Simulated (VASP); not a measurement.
# Mn (Im-3m) in VASP: a series of runs

The runs below take Mn through density of states, single point, electron localisation function, band structure, with r2SCAN+U, RPBE+D4+U, PBEsol+D3+U, revPBE+D3(BJ)+U, revPBE+D4+U.

Everything below comes from runs of VASP 6.6.1. Logs are shortened: lines on timing, memory, paths and dates and some standing lists are left out, and cuts for length are marked.

## (1) The crystal as given

The structure is cubic, space group Im-3m (No. 229). Conventional cell: a = 3.081 Å, b = 3.081 Å, c = 3.081 Å, α = 90.00°, β = 90.00°, γ = 90.00°. Mn (site symmetry m-3m) has 8 Mn at 2.67 Å as nearest neighbours.

This isn't the form of Mn at room conditions, which is a 58-atom cubic cell.

## (2) Density of states, r2SCAN+U, collinear spin, random start

INCAR reads:

```
SYSTEM = Mn
PREC     = Accurate       ! precision mode
ENCUT    = 500            ! plane-wave cutoff, eV
EDIFF    = 1E-6           ! SCF threshold, eV
ISMEAR   = -5             ! smearing method
SIGMA    = 0.1            ! smearing width, eV
LREAL    = .FALSE.        ! projectors in reciprocal space
LASPH    = .TRUE.         ! aspherical terms in the spheres
NELM     = 100            ! most SCF steps
ALGO     = Normal         ! electronic algorithm
ISIF     = 2              ! what is computed and relaxed
LWAVE    = .FALSE.        ! write WAVECAR
LCHARG   = .FALSE.        ! write CHGCAR
ISPIN    = 2              ! spin polarisation
MAGMOM   = -3.39 -1.96    ! initial moments
LORBIT   = 11             ! projections on sites
NUPDOWN  = 3              ! fixed moment
LMAXMIX  = 4              ! l up to which the mixer works
LDAU     = .TRUE.         ! DFT+U
LDAUTYPE = 2            
LDAUL    = 2              ! shell
LDAUU    = 3              ! U, eV
LDAUJ    = 0            
LDAUPRINT= 1            
METAGGA  = R2SCAN         ! meta-GGA
LMIXTAU  = .TRUE.       
NBANDS   = 18             ! bands
NEDOS    = 1001           ! points of the DOS
```

Mn.cif reads:

```cif
data_Mn
_cell_length_a 3.08100000
_cell_length_b 3.08100000
_cell_length_c 3.08100000
_cell_angle_alpha 90.00000000
_cell_angle_beta 90.00000000
_cell_angle_gamma 90.00000000
_space_group_name_H-M_alt 'Im-3m'
_space_group_name_Hall '-I 4 2 3'
_space_group_IT_number 229
loop_
_space_group_symop_operation_xyz
'x,y,z'
'-x,-y,-z'
'-y,x,z'
'y,-x,-z'
'-x,-y,z'
'x,y,-z'
'y,-x,z'
'-y,x,-z'
'x,-y,-z'
'-x,y,z'
'-y,-x,-z'
'y,x,z'
'-x,y,-z'
'x,-y,z'
'y,x,-z'
'-y,-x,z'
'z,x,y'
'-z,-x,-y'
'z,-y,x'
'-z,y,-x'
'z,-x,-y'
'-z,x,y'
'z,y,-x'
'-z,-y,x'
'-z,x,-y'
'z,-x,y'
'-z,-y,-x'
'z,y,x'
'-z,-x,y'
'z,x,-y'
'-z,y,x'
'z,-y,-x'
'y,z,x'
'-y,-z,-x'
'x,z,-y'
'-x,-z,y'
'-y,z,-x'
'y,-z,x'
'-x,z,y'
'x,-z,-y'
'-y,-z,x'
'y,z,-x'
'-x,-z,-y'
'x,z,y'
'y,-z,-x'
'-y,z,x'
'x,-z,y'
'-x,z,-y'
'x+1/2,y+1/2,z+1/2'
'-x+1/2,-y+1/2,-z+1/2'
'-y+1/2,x+1/2,z+1/2'
'y+1/2,-x+1/2,-z+1/2'
'-x+1/2,-y+1/2,z+1/2'
'x+1/2,y+1/2,-z+1/2'
'y+1/2,-x+1/2,z+1/2'
'-y+1/2,x+1/2,-z+1/2'
'x+1/2,-y+1/2,-z+1/2'
'-x+1/2,y+1/2,z+1/2'
'-y+1/2,-x+1/2,-z+1/2'
'y+1/2,x+1/2,z+1/2'
'-x+1/2,y+1/2,-z+1/2'
'x+1/2,-y+1/2,z+1/2'
'y+1/2,x+1/2,-z+1/2'
'-y+1/2,-x+1/2,z+1/2'
'z+1/2,x+1/2,y+1/2'
'-z+1/2,-x+1/2,-y+1/2'
'z+1/2,-y+1/2,x+1/2'
'-z+1/2,y+1/2,-x+1/2'
'z+1/2,-x+1/2,-y+1/2'
'-z+1/2,x+1/2,y+1/2'
'z+1/2,y+1/2,-x+1/2'
'-z+1/2,-y+1/2,x+1/2'
'-z+1/2,x+1/2,-y+1/2'
'z+1/2,-x+1/2,y+1/2'
'-z+1/2,-y+1/2,-x+1/2'
'z+1/2,y+1/2,x+1/2'
'-z+1/2,-x+1/2,y+1/2'
'z+1/2,x+1/2,-y+1/2'
'-z+1/2,y+1/2,x+1/2'
'z+1/2,-y+1/2,-x+1/2'
'y+1/2,z+1/2,x+1/2'
'-y+1/2,-z+1/2,-x+1/2'
'x+1/2,z+1/2,-y+1/2'
'-x+1/2,-z+1/2,y+1/2'
'-y+1/2,z+1/2,-x+1/2'
'y+1/2,-z+1/2,x+1/2'
'-x+1/2,z+1/2,y+1/2'
'x+1/2,-z+1/2,-y+1/2'
'-y+1/2,-z+1/2,x+1/2'
'y+1/2,z+1/2,-x+1/2'
'-x+1/2,-z+1/2,-y+1/2'
'x+1/2,z+1/2,y+1/2'
'y+1/2,-z+1/2,-x+1/2'
'-y+1/2,z+1/2,x+1/2'
'x+1/2,-z+1/2,y+1/2'
'-x+1/2,z+1/2,-y+1/2'
loop_
_atom_site_label
_atom_site_type_symbol
_atom_site_symmetry_multiplicity
_atom_site_Wyckoff_symbol
_atom_site_fract_x
_atom_site_fract_y
_atom_site_fract_z
_atom_site_occupancy
Mn1 Mn 2 a 0.0000000000 0.0000000000 0.0000000000 1
```

KPOINTS reads:

```
Automatic mesh
0
G
  9 9 9
  0 0 0
```

POSCAR reads:

```
Mn
 1.0000000000000000
     3.0810000000000000    0.0000000000000000    0.0000000000000000
     0.0000000000000000    3.0810000000000000    0.0000000000000000
     0.0000000000000000    0.0000000000000000    3.0810000000000000
 Mn 
   2
Cartesian
  0.0000000000000000  0.0000000000000000  0.0000000000000000
  1.5405000000000000  1.5405000000000000  1.5405000000000000
```

Potentials or basis: VASP PAW PBE potentials, release 64 (Mn).

On the command line:

```sh
$ ase convert -i cif -o vasp Mn.cif POSCAR
$ cat potpaw_PBE.64/Mn/POTCAR > POTCAR
$ mpirun -np 1 vasp_std > vasp.out
```

OUTCAR:

```text
SYSTEM = Mn
   PREC = Accurate
   ENCUT = 500
   EDIFF = 1E-6
   ISMEAR = -5
   LREAL = .FALSE.
   LASPH = .TRUE.
   NELM = 100
   ISIF = 2
   ISPIN = 2
   LORBIT = 11
   NUPDOWN = 3
   METAGGA = R2SCAN

 ion  position               nearest neighbor table
   1  0.000  0.000  0.000-   2 2.67   2 2.67   2 2.67   2 2.67   2 2.67   2 2.67   2 2.67   2 2.67

   2  0.500  0.500  0.500-   1 2.67   1 2.67   1 2.67   1 2.67   1 2.67   1 2.67   1 2.67   1 2.67

  LATTYP: Found a simple cubic cell.
 ALAT       =     3.0810000000

  Lattice vectors:

 A1 = (   3.0810000000,   0.0000000000,   0.0000000000)
 A2 = (   0.0000000000,   3.0810000000,   0.0000000000)
 A3 = (   0.0000000000,   0.0000000000,   3.0810000000)

Analysis of symmetry for initial positions (statically):
=====================================================================
 Subroutine PRICEL returns following result:

  LATTYP: Found a body centered cubic cell.
 ALAT       =     3.0810000000

  Lattice vectors:

 A1 = (   1.5405000000,   1.5405000000,  -1.5405000000)
 A2 = (  -1.5405000000,   1.5405000000,   1.5405000000)
 A3 = (   1.5405000000,  -1.5405000000,   1.5405000000)

   2 primitive cells build up your supercell.

 Routine SETGRP: Setting up the symmetry group for a
 simple cubic supercell.

 Subroutine GETGRP returns: Found 48 space group operations
 (whereof 48 operations were pure point group operations)
 out of a pool of 48 trial point group operations.

The static configuration has the point symmetry O_h .

Analysis of symmetry for dynamics (positions and initial velocities):
=====================================================================
 Subroutine PRICEL returns following result:

  LATTYP: Found a body centered cubic cell.
 ALAT       =     3.0810000000

  Lattice vectors:

 A1 = (   1.5405000000,   1.5405000000,  -1.5405000000)
 A2 = (  -1.5405000000,   1.5405000000,   1.5405000000)
 A3 = (   1.5405000000,  -1.5405000000,   1.5405000000)

[... 248 lines left out ...]
  o =  0.0738  v =  0.0000  0.0000  0.0000  0.0000  0.0000  0.0000  0.9697 -0.0000 -0.2443  0.0000      0.0000  0.0000  0.0000  0.0000  0.0000  0.0000  0.0000  0.0000  0.0000  0.0000
  o =  0.0738  v =  0.0000  0.0000  0.0000  0.0000  0.0000  0.0000  0.2443 -0.0000  0.9697  0.0000      0.0000  0.0000  0.0000  0.0000  0.0000  0.0000  0.0000  0.0000  0.0000  0.0000
  o =  0.0738  v =  0.0000  0.0000  0.0000  0.0000  0.0000  1.0000  0.0000  0.0000  0.0000  0.0000      0.0000  0.0000  0.0000  0.0000  0.0000  0.0000  0.0000  0.0000  0.0000  0.0000
  o =  0.8989  v =  0.0000  0.9964 -0.0000  0.0846 -0.0000  0.0000  0.0000  0.0000  0.0000  0.0000      0.0000  0.0000  0.0000  0.0000  0.0000  0.0000  0.0000  0.0000  0.0000  0.0000
  o =  0.8989  v =  0.0000 -0.0846 -0.0000  0.9964  0.0000  0.0000  0.0000  0.0000  0.0000  0.0000      0.0000  0.0000  0.0000  0.0000  0.0000  0.0000  0.0000  0.0000  0.0000  0.0000
  o =  0.8989  v =  1.0000  0.0000  0.0000  0.0000  0.0000  0.0000  0.0000  0.0000  0.0000  0.0000      0.0000  0.0000  0.0000  0.0000  0.0000  0.0000  0.0000  0.0000  0.0000  0.0000
  o =  0.9125  v =  0.0000  0.0000 -0.0122 -0.0000  0.9999  0.0000  0.0000  0.0000  0.0000  0.0000      0.0000  0.0000  0.0000  0.0000  0.0000  0.0000  0.0000  0.0000  0.0000  0.0000
  o =  0.9125  v =  0.0000 -0.0000 -0.9999 -0.0000 -0.0122  0.0000  0.0000  0.0000  0.0000  0.0000      0.0000  0.0000  0.0000  0.0000  0.0000  0.0000  0.0000  0.0000  0.0000  0.0000

 number of electron      13.9999990 magnetization       2.9999829

 Free energy of the ion-electron system (eV)
  ---------------------------------------------------
  ext. energy  EPLUGINS =         0.00000000
  ---------------------------------------------------
  free energy    TOTEN  =       -25.06694170 eV

  energy without entropy =      -25.06694170  energy(sigma->0) =      -25.06694170

 E-fermi :   4.7105     XC(G=0): -12.5749

 val. band max:        5.2583468042   @ k =   0.4444   0.4444   0.2222
 cond. band min:       4.7236023459   @ k =   0.3333   0.3333   0.3333
 fundamental gap:     -0.5347444582
 Fermi energy:         5.3695871632

 Fermi energy:         4.7105268491

 spin component 2

 k-point     1 :       0.0000    0.0000    0.0000
  band No.  band energies     occupation
      1      -3.2514      1.00000
      2       2.3663      1.00000
      3       2.3663      1.00000
      4       2.3664      1.00000
      5       3.5009      1.00000
      6       3.5010      1.00000
[... 712 lines left out ...]
      5       4.9019     -0.00812
      6       4.9020      0.00000
[... 10 lines left out ...]
     17      15.2798      0.00000
     18      16.5133      0.00000

------------------------ aborting loop because EDIFF is reached ----------------------------------------

  FORCE on cell =-STRESS in cart. coord.  units (eV):
  Direction    XX          YY          ZZ          XY          YZ          ZX
  --------------------------------------------------------------------------------------
  -------------------------------------------------------------------------------------
  Total        1.2007326      1.2007326      1.2007326      0.0000000      0.0000000      0.0000000
  in kB       65.7781708     65.7781708     65.7781708      0.0000000      0.0000000      0.0000000
  external PRESSURE =      65.7781708 kB  Pullay stress =       0.0000000 kB

 VOLUME and BASIS-vectors are now :
 -----------------------------------------------------------------------------
  energy-cutoff  :      500.00
  volume of cell :       29.25
      direct lattice vectors                 reciprocal lattice vectors
     3.081000000  0.000000000  0.000000000     0.324569945  0.000000000  0.000000000
     0.000000000  3.081000000  0.000000000     0.000000000  0.324569945  0.000000000
     0.000000000  0.000000000  3.081000000     0.000000000  0.000000000  0.324569945

 POSITION                                       TOTAL-FORCE (eV/Angst)
 -----------------------------------------------------------------------------------
      0.00000      0.00000      0.00000         0.000000      0.000000      0.000000
      1.54050      1.54050      1.54050         0.000000      0.000000      0.000000
 -----------------------------------------------------------------------------------
    total drift:                                0.000000      0.000000     -0.000000

  FREE ENERGIE OF THE ION-ELECTRON SYSTEM (eV)
  ---------------------------------------------------
  free  energy   TOTEN  =       -25.0669416987 eV

  energy  without entropy=      -25.0669416987  energy(sigma->0) =      -25.06694170

 total charge

# of ion       s       p       d       tot
------------------------------------------
    1        0.339   0.333   4.991   5.663
    2        0.368   0.343   4.867   5.578
--------------------------------------------------
tot          0.708   0.676   9.857  11.241

 magnetization (x)

# of ion       s       p       d       tot
------------------------------------------
    1       -0.057  -0.052  -1.057  -1.165
    2        0.072   0.009   4.151   4.231
--------------------------------------------------
tot          0.014  -0.043   3.094   3.066
```

It took 81 s on 1 thread of Intel Xeon Platinum 8559C (Emerald Rapids), shared host; peak memory 0.17 GiB.

What came out:

| Property | Result |
| --- | --- |
| Free energy | -25.0669 eV |
| Pressure | 6.6 GPa |
| Net moment | 3.00 μB per cell |
| Site moments | Mn -1.17, +4.23 μB |
| Valence electrons inside the program's atomic spheres | Mn 5.66, 5.58 |

Eigenvalues of the final occupation matrices:
```
    site  spin  trace               eigenvalues
site 1 d     1   1.98  0.07 0.07 0.07 0.88 0.88
site 1 d     2   3.04  0.22 0.22 0.86 0.86 0.86
site 2 d     1   4.52  0.90 0.90 0.90 0.91 0.91
site 2 d     2   0.36  0.07 0.07 0.07 0.07 0.07
```

Caveat: the moment is held away from its start; the PAW data sets were made with another functional, which shifts forces and pressure a little; the total moment is fixed, so each spin has its own Fermi level; the U is typed as a test and isn't derived for this compound.

## (3) Single point, RPBE+D4+U, collinear spin, ferromagnetic start (cell strained at random at fixed volume)

run.py reads:

```python
from ase.calculators.vasp import Vasp
from ase.dft.bandgap import bandgap
from ase.io import read

atoms = read('Mn.cif')
atoms.set_initial_magnetic_moments([4.0])
calc = Vasp(
    directory='calc',
    xc='rpbe',
    pp='PBE',
    setups='recommended',
    pp_version='54',
    prec='Accurate',
    encut=520,
    ediff=1e-06,
    ismear=0,
    sigma=0.1,
    lreal=False,
    lasph=True,
    nelm=120,
    algo='Normal',
    isif=2,
    lwave=False,
    lcharg=True,
    ispin=2,
    lorbit=11,
    lmaxmix=4,
    ldautype=2,
    ldauprint=1,
    ivdw=13,
    lelf=True,
    lvhar=True,
    ldau_luj={'Mn': {'L': 2, 'U': 3, 'J': 0}},
    kpts=[12, 12, 12],
    gamma=True,
)
atoms.calc = calc

print('energy (eV):', atoms.get_potential_energy())
print('free energy (eV):', atoms.get_potential_energy(force_consistent=True))
print('forces (eV/A):')
print(atoms.get_forces())
print('stress (eV/A^3, Voigt):', atoms.get_stress())
print('Fermi level (eV):', calc.get_fermi_level())
print('moment (muB):', atoms.get_magnetic_moment())
print('site moments (muB):', atoms.get_magnetic_moments())
gap, top, bottom = bandgap(calc)
print('band gap (eV):', gap, 'from (spin, k, band)', top, 'to', bottom)
```

Mn.cif reads:

```cif
data_Mn
_cell_length_a 2.63900055
_cell_length_b 2.65268159
_cell_length_c 2.71600062
_cell_angle_alpha 109.32374227
_cell_angle_beta 110.42309203
_cell_angle_gamma 108.72530152
_space_group_name_H-M_alt 'P1'
_space_group_name_Hall 'P 1'
_space_group_IT_number 1
loop_
_space_group_symop_operation_xyz
'x,y,z'
loop_
_atom_site_label
_atom_site_type_symbol
_atom_site_symmetry_multiplicity
_atom_site_Wyckoff_symbol
_atom_site_fract_x
_atom_site_fract_y
_atom_site_fract_z
_atom_site_occupancy
Mn1 Mn 1 a -0.0393260000 -0.0327630000 -0.0306660000 1
```

Potentials or basis: VASP PAW PBE potentials, release 54 (Mn_pv).

On the command line:

```sh
$ python run.py
```

It took 5.8 min on 1 thread of Intel Xeon Platinum 8375C at 2.90GHz (Ice Lake), shared host; peak memory 0.33 GiB.

Results (log left out):

- Free energy: -6.8973 eV
- Pressure: 17.5 GPa
- Band gap on the k mesh: none (metal or under the smearing width)
- Net moment: 4.01 μB per cell
- Site moments: Mn +3.97 μB
- Valence electrons inside the program's atomic spheres: Mn 11.56
- Dispersion energy per atom: -0.556 eV

Stress tensor (GPa, compression positive):
```
19.21 -0.89  0.93
-0.89 17.93  1.40
 0.93  1.40 15.27
```

Levels at points of the mesh, in eV from the Fermi level:
Spin up:
| k point | band 7 | band 8 | band 9 | band 10 | band 11 | band 12 |
| --- | --- | --- | --- | --- | --- | --- |
| (0.00, 0.00, 0.00) | -3.86 | -2.72 | -2.67 | 19.76 | 19.96 | 20.53 |
| (0.50, 0.00, 0.00) | -2.59 | -1.80 | -0.47 | 4.67 | 14.07 | 15.44 |
| (0.00, 0.50, 0.00) | -2.62 | -1.82 | -0.63 | 4.43 | 14.36 | 16.02 |
| (0.50, 0.50, 0.00) | -2.62 | -1.79 | -0.46 | 4.68 | 14.25 | 15.45 |
| (0.00, 0.00, 0.50) | -2.51 | -1.88 | -0.80 | 4.18 | 14.74 | 15.79 |
| (0.50, 0.00, 0.50) | -2.58 | -1.86 | -0.75 | 4.25 | 14.81 | 15.88 |
| (0.00, 0.50, 0.50) | -2.51 | -1.86 | -0.70 | 4.32 | 14.51 | 15.58 |
| (0.50, 0.50, 0.50) | -2.02 | -1.97 | 6.81 | 7.05 | 7.37 | 11.91 |
Spin down:
| k point | band 2 | band 3 | band 4 | band 5 | band 6 | band 7 |
| --- | --- | --- | --- | --- | --- | --- |
| (0.00, 0.00, 0.00) | -45.51 | -45.50 | -7.66 | 2.11 | 2.20 | 2.38 |
| (0.50, 0.00, 0.00) | -45.62 | -45.51 | -2.07 | 0.04 | 0.85 | 3.41 |
| (0.00, 0.50, 0.00) | -45.62 | -45.51 | -2.11 | -0.15 | 0.98 | 3.31 |
| (0.50, 0.50, 0.00) | -45.63 | -45.50 | -2.07 | 0.05 | 0.92 | 3.33 |
| (0.00, 0.00, 0.50) | -45.60 | -45.52 | -2.15 | -0.35 | 0.88 | 3.42 |
| (0.50, 0.00, 0.50) | -45.60 | -45.51 | -2.14 | -0.29 | 0.96 | 3.34 |
| (0.00, 0.50, 0.50) | -45.60 | -45.52 | -2.12 | -0.24 | 0.83 | 3.47 |
| (0.50, 0.50, 0.50) | -45.74 | -45.69 | -1.42 | -1.37 | 4.56 | 4.73 |

Eigenvalues of the final occupation matrices:
| site | spin | trace | eigenvalues |
| --- | --- | --- | --- |
| site 1 d | 1 | 4.48 | 0.89 0.89 0.89 0.90 0.91 |
| site 1 d | 2 | 0.48 | 0.06 0.06 0.07 0.15 0.15 |

Caveat: the PAW data sets were made with another functional, which shifts forces and pressure a little; pairwise dispersion overbinds metals, which lowers pressure and volume; the U is typed as a test and isn't derived for this compound. The state reached can hang on the start; a lower one may exist.

## (4) Electron localisation function, PBEsol+D3+U, collinear spin, random start (volume scaled by 1.25)

INCAR reads:

```
  PREC = Accurate
  ENCUT = 500
  EDIFF = 1E-6
  ISMEAR = 1
  SIGMA = 0.1
  LREAL = F
  LASPH = T
  NELM = 100
  ALGO = Normal
  ISIF = 2
  LWAVE = F
  LCHARG = T
  ISPIN = 2
  MAGMOM = 4.53
  LORBIT = 11
  NUPDOWN = 0
  LMAXMIX = 4
  LDAU = T
  LDAUTYPE = 1
  LDAUL = 2
  LDAUU = 5
  LDAUJ = 0.5
  LDAUPRINT = 1
  GGA = PS
  IVDW = 11
  LELF = T
```

KPOINTS reads:

```
regular mesh
0
Gamma
  12 12 12
```

POSCAR reads:

```
Mn
1.0
   -1.6594533200      1.6594533200      1.6594533200
    1.6594533200     -1.6594533200      1.6594533200
    1.6594533200      1.6594533200     -1.6594533200
Mn
1
Direct
    0.0000000000      0.0000000000      0.0000000000
```

Potentials or basis: VASP PAW PBE potentials, release 54 (Mn).

On the command line:

```sh
$ cat potpaw_PBE.54/Mn/POTCAR > POTCAR
$ mpirun -np 1 vasp_std > vasp.out
```

It took 25 s on 1 thread of Intel Xeon Platinum 8488C (Sapphire Rapids), shared host; peak memory 0.16 GiB.

Results (log left out):

```
Free energy                                           : -4.6769 eV
Pressure                                              : -10.5 GPa
Net moment                                            : 0.00 μB per cell
Site moments                                          : Mn -0.24 μB
Valence electrons inside the program's atomic spheres : Mn 5.50
Dispersion energy per atom                            : -0.272 eV
```

Eigenvalues of the final occupation matrices:
| site | spin | trace | eigenvalues |
| --- | --- | --- | --- |
| site 1 d | 1 | 2.33 | 0.17 0.17 0.17 0.91 0.91 |
| site 1 d | 2 | 2.66 | 0.01 0.01 0.88 0.88 0.88 |

Caveat: the moment is held away from its start; the PAW data sets were made with another functional, which shifts forces and pressure a little; the total moment is fixed, so each spin has its own Fermi level; the U is typed as a test and isn't derived for this compound. The state reached can hang on the start; a lower one may exist.

(Continued in part 2 of 2.)
